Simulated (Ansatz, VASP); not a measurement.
Two plane-wave programs on MgS

```
Mg S
1.0
     0.00000    2.83000    2.83000
     2.83000    0.00000    2.83000
     2.83000    2.83000    0.00000
Mg S
1 1
Direct
  0.00000 0.00000 0.00000
  0.25000 0.25000 0.25000
```

The cell was built by a generator and needn't be a form met in nature.

Alike in both runs: task single point; functional LDA; k mesh 6 × 6 × 6; occupations gaussian, width 0.1 eV; no spin polarisation.

|  | VASP | Ansatz |
| --- | --- | --- |
| version | VASP 6.6.1 | Ansatz 0.2.0 |
| potentials or method | VASP PAW LDA potentials, release 64 (Mg, S) | scalar-relativistic, plane waves, PAW |
| plane-wave cutoff (eV) | 520 | 420 |
| valence electrons in the cell | 8 | 16 |

Ansatz gave:

- gap on the k mesh at the Fermi level (eV): 3.19
- least direct gap on the mesh (eV): 3.19
- pressure (GPa): -2.0

Question: What did VASP give for the same quantities?

Answer: gap on the k mesh at the Fermi level (eV): 3.20; least direct gap on the mesh (eV): 3.20; pressure (GPa): -2.3.

The two sets of potentials don't hold the same shells in valence. Ansatz warned: «pseudo_functional_mismatch».

A k mesh can miss the band edges. Expect the measured gap to be larger: semilocal functionals such as LDA lack the derivative discontinuity.
